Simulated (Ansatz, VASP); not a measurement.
# Al in VASP and in Ansatz

```
Al
1.0
     0.00000    2.12518    2.12518
     2.12518    0.00000    2.12518
     2.12518    2.12518    0.00000
Al
1
Direct
  0.00000 0.00000 0.00000
```

Change from the starting cell: strain +0.050 along x and y, +0.050 along z, atoms carried along.

Alike in both runs: task single point; functional PBEsol; k mesh 20 × 20 × 20; occupations gaussian, width 0.15 eV; no spin polarisation.

|  | VASP | Ansatz |
| --- | --- | --- |
| version | VASP 6.6.1 | Ansatz 0.2.0 |
| potentials or method | VASP PAW PBE potentials, release 64 (Al) | scalar-relativistic, plane waves, PAW |
| plane-wave cutoff (eV) | 520 | 420 |
| valence electrons in the cell | 3 | 3 |

Ansatz gave:

```
gap on the k mesh at the Fermi level (eV) : none
pressure (GPa)                            : -9.4
```

Task: What did VASP give for the same quantities?

Result: gap on the k mesh at the Fermi level (eV): none; pressure (GPa): -9.3.

A gap of «none» marks a metal or a gap that the smearing closes.

Caveats: the PAW data sets were made with another functional, which shifts forces and pressure a little (VASP).
